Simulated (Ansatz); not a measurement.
The system is Bi.

```
Bi
1.0
    -1.98143    1.98143    1.98143
     1.98143   -1.98143    1.98143
     1.98143    1.98143   -1.98143
Bi
1
Direct
  0.00000 0.00000 0.00000
```

This isn't the form of Bi at room conditions, which is rhombohedral.

| Quantity | Value |
| --- | --- |
| Program | Ansatz 0.2.0 |
| Task | relaxation of cell and atoms |
| Functional | RPBE |
| Dispersion | D4 |
| Potentials or basis | Ansatz PAW |
| Cutoff | 420 eV (not typed: the program's choice for these potentials) |
| k mesh | 9 × 9 × 9 |
| Occupations | fermi-dirac, width 0.05 eV |
| Spin | no spin polarisation |

At the start: volume 31.12 Å³/atom.

Q: How do energy, volume and symmetry change on relaxing?

A: It ends after 4 steps and the volume is 29.93 Å³/atom (-3.8 %); space group Im-3m (No. 229, to 0.05 Å).

The path:
| step | energy change (eV) | largest force (eV/Å) | volume (Å³) |
| --- | --- | --- | --- |
| 1 | 0.0000 | 0.0000 | 31.12 |
| 2 | -0.0082 | 0.0000 | 29.62 |
| 3 | -0.0087 | 0.0000 | 29.93 |
| 4 | -0.0084 | 0.0000 | 29.93 |

Final structure:
```
Bi
1.0
    -1.95584    1.95584    1.95584
     1.95584   -1.95584    1.95584
     1.95584    1.95584   -1.95584
Bi
1
Direct
  0.00000 0.00000 0.00000
```

Caveat: the plane-wave basis is chosen anew once the cell has moved, so the energies of steps on either side of that aren't comparable; the PAW data sets come from PBE, with cores solved anew for the run's functional, which leaves a small shift of forces and pressure.
